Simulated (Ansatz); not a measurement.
# Ti3SiC2: optical response

The task, for Ti3SiC2: compute the optical spectrum, estimate band transport and compute the clamped-ion elastic constants.

Program: Ansatz 0.2.0. Level of theory: DFT PBEsol, scalar-relativistic, plane waves, PAW. These are calculated values, not measurements.

## (1) The system as given

Symmetry: P6_3/mmc, No. 194, hexagonal system. The conventional cell has a = 3.042 Å, b = 3.042 Å, c = 17.598 Å, α = 90.00°, β = 90.00°, γ = 120.00°. Ti (site symmetry -3m) has 6 C at 2.17 Å as nearest neighbours. Around Ti (site symmetry 3m) lie 3 C at 2.07 Å and 3 Si at 2.68 Å. Si (site symmetry -6m2) has 6 Ti at 2.68 Å as nearest neighbours. C (site symmetry 3m) has 6 Ti at 2.07 to 2.17 Å as nearest neighbours.

Structure file:

```cif
data_structure
_symmetry_space_group_name_H-M 'P 1'
_symmetry_Int_Tables_number 1
_cell_length_a 3.0417
_cell_length_b 3.0417
_cell_length_c 17.5979
_cell_angle_alpha 90.000
_cell_angle_beta 90.000
_cell_angle_gamma 120.000
_cell_volume 141.00
loop_
_atom_site_label
_atom_site_type_symbol
_atom_site_fract_x
_atom_site_fract_y
_atom_site_fract_z
_atom_site_occupancy
Ti1 Ti 0.00000 0.00000 0.00000 1
Ti2 Ti 0.00000 0.00000 0.50000 1
Ti3 Ti 0.66667 0.33333 0.13490 1
Ti4 Ti 0.33333 0.66667 0.63490 1
Ti5 Ti 0.66667 0.33333 0.36510 1
Ti6 Ti 0.33333 0.66667 0.86510 1
Si1 Si 0.00000 0.00000 0.25000 1
Si2 Si 0.00000 0.00000 0.75000 1
C1 C 0.33333 0.66667 0.07217 1
C2 C 0.66667 0.33333 0.57217 1
C3 C 0.33333 0.66667 0.42783 1
C4 C 0.66667 0.33333 0.92783 1
```

This cell was relaxed beforehand with the same method: volume 11.75 Å³/atom, gap on the mesh none (metal).

## (2) Optical spectrum

The input, input.yaml:

```yaml
crystal:
  lattice:
    - [3.0417351729, 0.0, 0.0]
    - [-1.5208675865, 2.6342199313, 0.0]
    - [0.0, 0.0, 17.5978929797]
  atoms:
    - { symbol: Ti, position: [0.0, 0.0, 0.0] }
    - { symbol: Ti, position: [0.0, 0.0, 0.5] }
    - { symbol: Ti, position: [0.6666666667, 0.3333333333, 0.1349038812] }
    - { symbol: Ti, position: [0.3333333333, 0.6666666667, 0.6349038812] }
    - { symbol: Ti, position: [0.6666666667, 0.3333333333, 0.3650961188] }
    - { symbol: Ti, position: [0.3333333333, 0.6666666667, 0.8650961188] }
    - { symbol: Si, position: [0.0, 0.0, 0.25] }
    - { symbol: Si, position: [0.0, 0.0, 0.75] }
    - { symbol: C, position: [0.3333333333, 0.6666666667, 0.0721672521] }
    - { symbol: C, position: [0.6666666667, 0.3333333333, 0.5721672521] }
    - { symbol: C, position: [0.3333333333, 0.6666666667, 0.4278327479] }
    - { symbol: C, position: [0.6666666667, 0.3333333333, 0.9278327479] }
basis:
  ecutwfc: 420
kpoints:
  mp_grid: { grid: [12, 12, 2] }
hamiltonian:
  xc: pbesol
scf:
  occupations: { method: fermi_dirac, width: 0.15 }
  n_extra_bands: 48
output:
  eigenvalues: true
  optics: { e_range: [0, 14], sigma: 0.1, nscf_kmesh: { grid: [24, 24, 4] } }
checkpoint:
  read: start.run
  write: ck
  compress: false
  write_wavefunctions: false
  write_every: 100000
```

On the command line:

```bash
$ ansatz run input.yaml --threads 4 --pin off --max-ram 11264MiB --backend cpu --events-out ev --progress --plain --runs-dir out
```

The program printed:

```text
Warning: checkpoint.read: basis.xc_grid differs: saved 2, current 1 (points along each axis for each point of the dense box; where the key is left out runs that use forces, runs that use the stress, dielectric runs by a finite field, finite-displacement phonons, runs of phonons.displacement_patterns under a GGA or a meta-GGA, phonons by method: dfpt, dielectric runs by the response, runs on support functions, runs on PAW files under a meta-GGA or a hybrid on one, runs at kind: all_electron or under a hybrid on a GGA, runs under a text's formulas of a gradient, and runs on PAW files that evaluate rPW86 or Becke's exchange or LYP's correlation can take a finer level, which can go by the root key accuracy; a number is taken as typed: the saved number, typed, holds this deck to the state's level, where the deck is accepted there); the SCF iterates at this deck's level from the saved density; a trajectory continued from that state goes on on another energy surface; basis.xc_grid: 2, typed and accepted, keeps it on the saved one
Warning: RAYON_NUM_THREADS=4 ignored (pool sized by the plan → 4); use --threads N
scf.n_extra_bands = 48 over 48 filled bands (N_el = 96.0): the run solves 96 bands
Engine: ansatz 0.2.0, x86_64-unknown-linux-gnu
Pseudopotentials: kind: paw
Pseudopotential: Ti, paw, valence charge 12, recommended cutoff 420 eV (normal), Ti.paw.azcp
Pseudopotential: Si, paw, valence charge 4, recommended cutoff 420 eV (normal), Si.paw.azcp
Pseudopotential: C, paw, valence charge 4, recommended cutoff 420 eV (normal), C.paw.azcp
Functional definition: PBEsol
  exchange = pbesol_x
  correlation = pbesol_c
Crystal: 12 atoms, lattice volume = 141.005 Å³
Basis set: ecut = 420 eV, 2747 PW (Γ)
Bands: 96, of which v1, the nominal top of the filled ones, is band 48 counted from 1 (47 counted from 0)
Symmetry: 24 space group operations
Space group: P63/mmc (ITA 194), of the structure as read, at distance tolerance 5.2e-5 Å
k-points: 38 of 288
Non-local potential: Ti, projectors of the file, l = 0: 3, l = 1: 2, l = 2: 3, l = 3: 1
Non-local potential: Si, projectors of the file, l = 0: 2, l = 1: 2, l = 2: 2
Non-local potential: C, projectors of the file, l = 0: 2, l = 1: 2, l = 2: 1
PAW form: soft (Blöchl's): semilocal exchange-correlation on the pseudo side does not see the compensation charge
PAW frozen core: Ti, regenerated for the run's functional, and the local potential with it (the file was generated under x = pbe(κ = 0.804, μ = 0.2195149727645171), c = pbe(β = 0.06672455060314922))
PAW frozen core: Si, regenerated for the run's functional, and the local potential with it (the file was generated under x = pbe(κ = 0.804, μ = 0.2195149727645171), c = pbe(β = 0.06672455060314922))
PAW frozen core: C, regenerated for the run's functional, and the local potential with it (the file was generated under x = pbe(κ = 0.804, μ = 0.2195149727645171), c = pbe(β = 0.06672455060314922))
PAW one-centre angular grid: Ti, 590 points (default); XC on 64 Gauss nodes
PAW one-centre angular grid: Si, 110 points (default); XC on 64 Gauss nodes
PAW one-centre angular grid: C, 110 points (default); XC on 64 Gauss nodes
Initial density: read from a saved state, or passed on in memory by an earlier SCF of this step, an earlier step, the calling program or the single point that the run made first
Initial wavefunctions: pseudopotential atomic-orbital guess
Functional: x = pbesol(κ = 0.804, μ = 0.12345679012345678), c = pbesol(β = 0.046)
iter 1 solved again at ethr=2.88e-8 eV; its pass at ethr=3.10e-3 eV (dr2=2.77e-5 eV) is discarded
SCF iter   1: F=—  HF=-17084.346807 eV  |F-HF|=—  |Δ(HF+E_count)|=         —  Δρ=9.82e-7  dr2=1.42e-9  ethr=2.88e-8  ⟨swp⟩=3.3  Hψ=22996  notcnv=0
eigensolver tolerance schedule: the retry pair's looser diagonalisation over-reported the residual by 19441.67 of it (diagonalisation noise at 0.22 of the residual, at the tolerance the schedule requests for it); recorded, not acted on — ethr = c·dr2/N_el stays at c = 1.0e-1
preconditioner: auto → Kerker (q_TF=auto, 2.559 Å⁻¹)  [metal: Δε(μ)=0.007 eV  Ē_g=11.171 eV  σ=0.150 eV  W_gap=0.01  n_scr=44 (ndim 8)  ℏωp=21.7 eV  f_vac=0.000  D(μ)=3.65/eV (n_scr^D=12)]
SCF iter   2: F=—  HF=-17084.346847 eV  |F-HF|=—  |Δ(HF+E_count)|=   4.02e-5  Δρ=5.74e-7  dr2=5.05e-10  ethr=1.48e-12  ⟨swp⟩=3.1  Hψ=6133  notcnv=0  defer=1
SCF iter   3: F=—  HF=-17084.346847 eV  |F-HF|=—  |Δ(HF+E_count)|=  6.18e-11  Δρ=8.72e-8  dr2=3.39e-11  ethr=1.00e-12  ⟨swp⟩=1.0  Hψ=3624  notcnv=0  defer=1
iter 4 did not close the SCF: its close was put off for the readings that it lacked (scf_convergence_deferred on its scf_iter line)
SCF iter   4: F=-17084.346847 eV  HF=-17084.346847 eV  |F-HF|=1.09e-11  |Δ(HF+E_count)|=  7.28e-12  Δρ=4.54e-8  dr2=7.04e-12  ethr=1.00e-12  ⟨swp⟩=1.0  Hψ=3622  notcnv=0  defer=1
iter 5 did not close the SCF: its close was put off for the readings that it lacked (scf_convergence_deferred on its scf_iter line)
SCF iter   5: F=-17084.346847 eV  HF=-17084.346847 eV  |F-HF|=7.28e-12  |Δ(HF+E_count)|=    0.00e0  Δρ=7.83e-9  dr2=5.05e-13  ethr=1.00e-12  ⟨swp⟩=1.0  Hψ=3622  notcnv=0  defer=1
iter 6 did not close the SCF: its close was put off for the readings that it lacked (scf_convergence_deferred on its scf_iter line)
SCF iter   6: F=-17084.346847 eV  HF=-17084.346847 eV  |F-HF|=3.64e-12  |Δ(HF+E_count)|=  3.64e-12  Δρ=3.32e-9  dr2=6.78e-14  ethr=1.00e-12  ⟨swp⟩=1.0  Hψ=3622  notcnv=0  defer=1
iter 7 did not close the SCF: its close was put off for the readings that it lacked (scf_convergence_deferred on its scf_iter line)
SCF iter   7: F=-17084.346847 eV  HF=-17084.346847 eV  |F-HF|=3.64e-12  |Δ(HF+E_count)|=    0.00e0  Δρ=1.28e-9  dr2=6.50e-15  ethr=1.00e-12  ⟨swp⟩=1.0  Hψ=3622  notcnv=0  defer=1
SCF iter   8: F=-17084.346847 eV  HF=-17084.346847 eV  |F-HF|=0.00e0  |Δ(HF+E_count)|=    0.00e0  Δρ=4.04e-10  dr2=3.65e-16  ethr=1.00e-12  ⟨swp⟩=2.5  Hψ=8596  notcnv=0
SCF 1 converged in 8 iterations: F = -17084.346847 eV  dr2 = 3.65e-16
NSCF: frozen V_eff on 183 k-points
Optics k sum: 0 of 183 k-points
[...]
SCF converged after 8 iterations
Free energy (F): -17084.346847 eV
Harris-Foulkes:  -17084.346847 eV  (|F-HF|=0.00e0)
Internal energy: -17084.081936 eV  (E = F + TS)
E sigma→0 (E₀):  -17084.214391 eV
Entropy (-TS):   -0.264911 eV (-22.076 meV/atom)
Fermi energy:    13.899392 eV
--- Per-component energies (eV) ---
  E_band       = -733.751481
  E_kinetic    = 2086.125265
  E_local      = -6851.632400  (includes V_loc(G=0)·N_el)
  E_nonlocal   = 203.302056
  E_hartree    = 2977.149303
  E_xc         = -894.078761
  E_vxc        = -1078.273052  (∫ρ·V_xc dr)
  E_paw        = -7508.823406  (= ΣΔE_a)
  E_vpaw       = -1047.572738  (= ΣTr[D̂ρ^β])
  E_aug_tail   = 0.000783  (compensation charges beyond the density's cutoff)
  E_ewald      = -7097.108605
  E_core_change = 0.983829  (= ΣΔE_core)
  E_smearing   = -0.264911  (= −TS)
  E_closure    = 0.000000  (closes the sum)
  Σ components = -17084.346847   (vs F -17084.346847, Δ=0.00e0)
--- Band table (eV; the first three rows and the last of 38) ---
  k-point 0: bands = ["-42.4639", "-42.4636", "-42.4394", "-42.4390", "-42.3692", "-42.3691", "-19.1346", "-19.1285", "-18.9203", "-18.9087", "-18.6484", "-18.6484", "-18.6481", "-18.6481", "-18.6419", "-18.6371", "-18.6371", "-18.6367", "-18.6367", "-18.6364", "-18.5723", "-18.5723", "-18.5722", "-18.5722", "1.7251", "1.8898", "2.7240", "3.4077", "3.7268", "4.4206", "7.8304", "8.5549", "9.7169", "11.0433", "11.0433", "11.0550", "11.0550", "11.1135", "11.5329", "12.2973", "12.2973", "12.3341", "12.3341", "12.6672", "14.2181", "14.4761", "14.4761", "14.4976", "14.5137", "14.5137", "15.3692", "15.3692", "15.4723", "15.4723", "15.5191", "15.5191", "15.6166", "15.6166", "16.5071", "16.5071", "16.6115", "16.6115", "17.1067", "17.2207", "17.7553", "17.8517", "18.2503", "18.2503", "18.7529", "18.7529", "20.1362", "20.1362", "20.2400", "20.2484", "21.1297", "21.1297", "21.5719", "21.5719", "22.1767", "22.1767", "22.6891", "23.6996", "24.0532", "24.7285", "24.7285", "24.8995", "24.8995", "25.5369", "26.2115", "26.6552", "27.6176", "27.6367", "27.8352", "28.4519", "28.7093", "28.8950"]
  k-point 1: bands = ["-42.4638", "-42.4638", "-42.4392", "-42.4392", "-42.3691", "-42.3691", "-19.1316", "-19.1316", "-18.9145", "-18.9145", "-18.6483", "-18.6483", "-18.6483", "-18.6483", "-18.6391", "-18.6391", "-18.6369", "-18.6369", "-18.6369", "-18.6369", "-18.5723", "-18.5723", "-18.5723", "-18.5723", "1.7959", "1.7959", "2.9868", "2.9868", "4.1596", "4.1596", "8.1337", "8.1337", "10.3178", "10.3178", "11.0491", "11.0491", "11.0491", "11.0491", "12.2437", "12.2437", "12.3156", "12.3156", "12.3156", "12.3156", "14.3753", "14.3753", "14.4944", "14.4944", "14.4944", "14.4944", "15.4249", "15.4249", "15.4249", "15.4249", "15.5605", "15.5605", "15.5605", "15.5605", "16.5607", "16.5607", "16.5607", "16.5607", "17.1601", "17.1601", "17.8058", "17.8058", "18.4712", "18.4712", "18.4712", "18.4712", "20.2487", "20.2487", "20.5692", "20.5692", "20.5692", "20.5692", "21.9715", "21.9715", "21.9715", "21.9715", "22.9900", "22.9900", "24.8108", "24.8108", "24.8108", "24.8108", "24.9987", "24.9987", "26.3321", "26.3321", "27.7266", "27.7266", "28.1221", "28.1221", "29.0463", "29.0463"]
  k-point 2: bands = ["-42.4592", "-42.4589", "-42.4358", "-42.4354", "-42.3666", "-42.3665", "-19.1241", "-19.1182", "-18.9199", "-18.9088", "-18.6834", "-18.6813", "-18.6733", "-18.6723", "-18.6578", "-18.6574", "-18.6433", "-18.6429", "-18.6276", "-18.6244", "-18.5952", "-18.5949", "-18.5754", "-18.5754", "1.8593", "2.0135", "2.8466", "3.4669", "3.8433", "4.4594", "7.9941", "8.6900", "9.6328", "10.7573", "11.0806", "11.0917", "11.1030", "11.3278", "11.3300", "12.0028", "12.2697", "12.2751", "12.3076", "12.6313", "14.1638", "14.2288", "14.2815", "14.5522", "14.5850", "14.6096", "14.8486", "15.1490", "15.2137", "15.3477", "15.5306", "15.6297", "15.7554", "15.7991", "16.4677", "16.5376", "16.5754", "16.6462", "17.4783", "17.6673", "17.6752", "17.8726", "18.3070", "18.3347", "18.7811", "18.8345", "19.5647", "20.0094", "20.3906", "20.5082", "20.8533", "20.9218", "21.1014", "21.2290", "21.6421", "21.9446", "23.1388", "23.9243", "24.3149", "24.3501", "24.5509", "25.4157", "25.5092", "25.8392", "26.8565", "26.9399", "27.2367", "27.3794", "27.8868", "28.0516", "28.4669", "28.5096"]
  k-point 37: bands = ["-42.3781", "-42.3781", "-42.3778", "-42.3778", "-42.3320", "-42.3320", "-18.9986", "-18.9986", "-18.9979", "-18.9979", "-18.9964", "-18.9964", "-18.9021", "-18.9021", "-18.8997", "-18.8997", "-18.8976", "-18.8976", "-18.7375", "-18.7375", "-18.7336", "-18.7336", "-18.6751", "-18.6751", "4.2652", "4.2652", "4.2656", "4.2656", "8.1499", "8.1499", "9.3478", "9.3478", "9.6965", "9.6965", "10.0043", "10.0043", "10.1492", "10.1492", "10.5107", "10.5107", "11.0026", "11.0026", "11.2565", "11.2565", "11.5280", "11.5280", "11.8178", "11.8178", "13.9038", "13.9038", "15.3385", "15.3385", "15.9082", "15.9082", "16.2428", "16.2428", "16.4837", "16.4837", "16.5214", "16.5214", "16.9826", "16.9826", "17.3350", "17.3350", "17.5089", "17.5089", "18.6480", "18.6480", "18.8888", "18.8888", "19.1000", "19.1000", "19.6743", "19.6743", "19.9050", "19.9050", "20.6280", "20.6280", "20.7199", "20.7199", "22.9838", "22.9838", "23.9778", "23.9778", "26.2744", "26.2744", "26.3462", "26.3462", "26.6753", "26.6753", "28.0589", "28.0589", "28.3777", "28.3777", "29.2026", "29.2026"]
```

Run time: 12 min. Hardware: 4 threads of Intel Xeon Platinum 8259CL at 2.50GHz (Skylake/Cascade Lake), shared host; peak memory 6.8 GiB.

This is the independent-particle response: no local fields and no excitons. The Drude term is undamped. The solved bands cover transitions up to 12.0 eV in what follows. From optics.tsv, light polarised along x:

| E (eV) | n | κ | reflectivity | α (10⁵ cm⁻¹) |
| --- | --- | --- | --- | --- |
| 0.6 | 2.47 | 5.55 | 0.77 | 3.37 |
| 1.2 | 4.69 | 3.37 | 0.57 | 4.10 |
| 1.8 | 3.71 | 3.29 | 0.55 | 6.00 |
| 2.4 | 3.23 | 2.84 | 0.50 | 6.91 |
| 3.0 | 2.89 | 2.80 | 0.50 | 8.53 |
| 3.6 | 2.67 | 2.53 | 0.46 | 9.22 |
| 4.2 | 2.58 | 2.55 | 0.47 | 10.87 |
| 4.8 | 2.17 | 2.69 | 0.50 | 13.08 |
| 5.4 | 2.13 | 2.43 | 0.46 | 13.28 |
| 6.0 | 1.83 | 2.39 | 0.47 | 14.53 |
| 6.6 | 1.66 | 2.28 | 0.46 | 15.23 |
| 7.2 | 2.03 | 2.40 | 0.46 | 17.49 |
| 7.8 | 1.14 | 2.45 | 0.57 | 19.35 |
| 8.4 | 0.94 | 2.32 | 0.59 | 19.75 |
| 9.0 | 0.73 | 1.85 | 0.54 | 16.84 |
| 9.6 | 0.79 | 1.77 | 0.50 | 17.22 |
| 10.2 | 0.70 | 1.68 | 0.51 | 17.40 |
| 10.8 | 0.56 | 1.56 | 0.54 | 17.12 |
| 11.4 | 0.43 | 1.33 | 0.55 | 15.36 |
| 12.0 | 0.68 | 1.02 | 0.30 | 12.41 |

## (3) States by energy, for transport

Changes to input.yaml since step 2:

```diff
@@ -26,6 +26,5 @@
   occupations: { method: fermi_dirac, width: 0.15 }
-  n_extra_bands: 48
 output:
   eigenvalues: true
-  optics: { e_range: [0, 14], sigma: 0.1, nscf_kmesh: { grid: [24, 24, 4] } }
+  states_by_energy: {}
 checkpoint:
```

On the command line:

```bash
$ ansatz run input.yaml --threads 4 --pin off --max-ram 11264MiB --backend cpu --events-out ev --progress --plain --runs-dir out
```

The program printed, shortened:

```text
Warning: checkpoint.read: basis.xc_grid differs: saved 2, current 1 (points along each axis for each point of the dense box; where the key is left out runs that use forces, runs that use the stress, dielectric runs by a finite field, finite-displacement phonons, runs of [...]
Warning: RAYON_NUM_THREADS=4 ignored (pool sized by the plan → 4); use --threads N
band count auto-derived: 62 (N_el = 96.0; filled up to band 48; 60 by the electrons, moments and atoms)
[...]
[... 5 set-up lines as earlier in the session ...]
[...]
Crystal: 12 atoms, lattice volume = 141.005 Å³
Basis set: ecut = 420 eV, 2747 PW (Γ)
Bands: 62, of which v1, the nominal top of the filled ones, is band 48 counted from 1 (47 counted from 0)
[... 2 set-up lines as earlier in the session ...]
k-points: 38 of 288
[...]
SCF iter   1: F=—  HF=-17084.346805 eV  |F-HF|=—  |Δ(HF+E_count)|=         —  Δρ=1.02e-6  dr2=1.24e-9  ethr=2.68e-7  ⟨swp⟩=3.1  Hψ=14503  notcnv=0
[...]
SCF iter   7: F=-17084.346847 eV  HF=-17084.346847 eV  |F-HF|=3.64e-12  |Δ(HF+E_count)|=  3.64e-12  Δρ=6.43e-9  dr2=7.77e-14  ethr=1.00e-12  ⟨swp⟩=1.4  Hψ=5154  notcnv=0
[...]
NSCF: frozen V_eff on 8 k-points
SCF converged after 7 iterations
Free energy (F): -17084.346847 eV
[...]
E sigma→0 (E₀):  -17084.214391 eV
Entropy (-TS):   -0.264911 eV (-22.076 meV/atom)
Fermi energy:    13.899392 eV
[...]
--- Band table (eV; the first three rows and the last of 38) ---
[...]
```

Run time: 15 min. Hardware: 4 threads of Intel Xeon Platinum 8259CL at 2.50GHz (Skylake/Cascade Lake), shared host; peak memory 2 GiB.

The run writes states_by_energy.tsv. A short post-processing fills those states by a Fermi function and sums the velocity products: constant relaxation time τ, rigid bands.

| T (K) | S xx, yy, zz (μV/K) | σ/τ xx, yy, zz (10²⁰/(Ω·m·s)) | plasma energy (eV) |
| --- | --- | --- | --- |
| 300 | -1.3, -1.3, -6.1 | 3.8, 3.8, 3.2 | 4.31, 4.31, 3.93 |
| 600 | -3.5, -3.5, -11.4 | 3.9, 3.9, 3.1 | 4.34, 4.34, 3.88 |
| 900 | -6.1, -6.1, -16.0 | 3.9, 3.9, 3.0 | 4.36, 4.36, 3.81 |

## (4) Elastic constants, atoms clamped

Changes to input.yaml since step 3:

```diff
@@ -27,9 +27,8 @@
 output:
+  forces: true
+  stress: true
   eigenvalues: true
-  states_by_energy: {}
-checkpoint:
-  read: start.run
-  write: ck
-  compress: false
-  write_wavefunctions: false
-  write_every: 100000
+elastic:
+  mode: clamped_ion
+  amplitude: 0.005
+  stencil: two_point
```

On the command line:

```bash
$ ansatz run input.yaml --threads 4 --pin off --max-ram 11264MiB --backend cpu --events-out ev --progress --plain --runs-dir out
```

The program printed, shortened:

```text
Warning: RAYON_NUM_THREADS=4 ignored (pool sized by the plan → 4); use --threads N
band count auto-derived: 67 (N_el = 96.0; filled up to band 48; 60 by the electrons, moments and atoms)
[...]
[... 5 set-up lines as earlier in the session ...]
[...]
Crystal: 12 atoms, lattice volume = 141.005 Å³
Basis set: ecut = 420 eV, 2747 PW (Γ), exchange–correlation on 48×48×240 points (8 copies of the dense FFT grid, shifted against one another)
Bands: 67, of which v1, the nominal top of the filled ones, is band 48 counted from 1 (47 counted from 0)
[... 1 set-up line as earlier in the session ...]
[...]
  mechanically stable: yes (min eigenvalue of sym C = 151.22 GPa)
  strain η (Voigt 11):  stress-route row diagonal C_11 = 399.06 GPa, energy-path curvature d²(F+E_count+ΔE)/dδ²/Ω₀ = 399.02 GPa
         δ    σ_11 (GPa)             F (eV)   n_scf  n_hpsi   n_pw
    -5.000e-3      -2.0247      -17084.3424338      10  108016   2776
     5.000e-3       1.9659      -17084.3424626       8   86971   2792
  strain η (Voigt 33):  stress-route row diagonal C_33 = 415.71 GPa, energy-path curvature d²(F+E_count+ΔE)/dδ²/Ω₀ = 415.71 GPa
         δ    σ_33 (GPa)             F (eV)   n_scf  n_hpsi   n_pw
    -5.000e-3      -2.0930      -17084.3422696      11   48388   2772
     5.000e-3       2.0641      -17084.3422062       8   36081   2799
  strain η (Voigt 23):  stress-route row diagonal C_44 = 189.64 GPa, energy-path curvature d²(F+E_count+ΔE)/dδ²/Ω₀ = 189.65 GPa
         δ    σ_23 (GPa)             F (eV)   n_scf  n_hpsi   n_pw
    -5.000e-3      -0.9482      -17084.3447537       9   96409   2781
     5.000e-3       0.9482      -17084.3447537       8   87603   2781
```

It took 68 s on 4 threads of Intel Xeon Platinum 8259CL at 2.50GHz (Skylake/Cascade Lake), shared host; peak memory 1.2 GiB.

Young's modulus by Cartesian direction:

| direction | E (GPa) |
| --- | --- |
| (1, 0, 0) | 351 |
| (0, 1, 0) | 351 |
| (0, 0, 1) | 351 |
| (1, 1, 0) | 351 |
| (1, 0, 1) | 420 |
| (0, 1, 1) | 420 |
| (1, 1, 1) | 411 |

## (5) Summary of results

```
                                     quantity                 value
          highest peak of ε₂ (x) above 0.3 eV        32.8 at 1.3 eV
                   reflectivity at 2.2 eV (x)                  0.52
plasma energy from the transport run at 300 K         4.31, 3.93 eV
             states at the chemical potential  4.22 per eV per cell
                  C11, C12, C44 (clamped-ion)      399, 97, 190 GPa
                  C33, C13, C66 (clamped-ion)     416, 127, 151 GPa
                 B, G, E (Hill) (clamped-ion)     212, 162, 388 GPa
                  Poisson ratio (clamped-ion)                  0.20
```

In words: ε₁ along x is negative up to 0.9 eV, where the metal reflects strongly; free carriers and interband transitions both shape it. The conductivity over τ varies by a factor of 1.2 between the axes. κe/(σT) is 2.46×10⁻⁸ W·Ω/K², against 2.44 for the Wiedemann–Franz law. Seebeck coefficients of a few μV/K are small differences, uncertain even in sign. With the atoms clamped, the diagonal constants are upper bounds for a structure at a true minimum. In a metal such response values depend on mesh and smearing, which were not converged here.
